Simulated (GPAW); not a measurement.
Crystal: Ge.

```
Ge
1.0
     1.39715   -2.60052    0.00000
     1.39715    2.60052    0.00000
     0.00000    0.00000    2.69823
Ge
1
Direct
  0.50000 0.50000 0.00000
```

This isn't the form of Ge at room conditions, which is diamond.

| Property | Result |
| --- | --- |
| Program | GPAW 26.7.0 |
| Task | relaxation of cell and atoms |
| Functional | PBEsol |
| Dispersion | D4 |
| Potentials or basis | PAW data sets generated in the run's folder for this functional |
| Cutoff | 600 eV |
| Basis | pw |
| k mesh | 11 × 11 × 10 |
| Occupations | fermi-dirac, width 0.05 eV |
| Spin | no spin polarisation |

At the start: pressure -5.9 GPa; volume 19.61 Å³/atom.

How do energy, volume and symmetry change on relaxing?

Over 8 steps the energy falls by 38.5 meV/atom and the volume is 17.92 Å³/atom (-8.6 %); space group Cmmm (No. 65, to 0.05 Å).

Step by step:
| step | energy change (eV) | largest force (eV/Å) | pressure (GPa) | volume (Å³) |
| --- | --- | --- | --- | --- |
| 1 | 0.0000 | 0.0000 | -5.93 | 19.61 |
| 2 | -0.0200 | 0.0000 | -4.09 | 19.01 |
| 3 | -0.0361 | 0.0000 | 0.76 | 17.79 |
| 4 | -0.0370 | 0.0000 | 0.28 | 17.89 |
| 5 | -0.0382 | 0.0000 | -0.29 | 17.99 |
| 6 | -0.0384 | 0.0000 | -0.14 | 17.96 |
| 7 | -0.0385 | 0.0000 | 0.03 | 17.92 |
| 8 | -0.0385 | 0.0000 | 0.03 | 17.92 |

Final structure:
```cif
data_structure
_symmetry_space_group_name_H-M 'P 1'
_symmetry_Int_Tables_number 1
_cell_length_a 2.8083
_cell_length_b 2.8083
_cell_length_c 2.6487
_cell_angle_alpha 90.000
_cell_angle_beta 90.000
_cell_angle_gamma 120.926
_cell_volume 17.92
loop_
_atom_site_label
_atom_site_type_symbol
_atom_site_fract_x
_atom_site_fract_y
_atom_site_fract_z
_atom_site_occupancy
Ge1 Ge 0.50000 0.50000 0.00000 1
```

Caveat: later steps reuse the first step's grids; pairwise dispersion overbinds metals, which lowers pressure and volume.
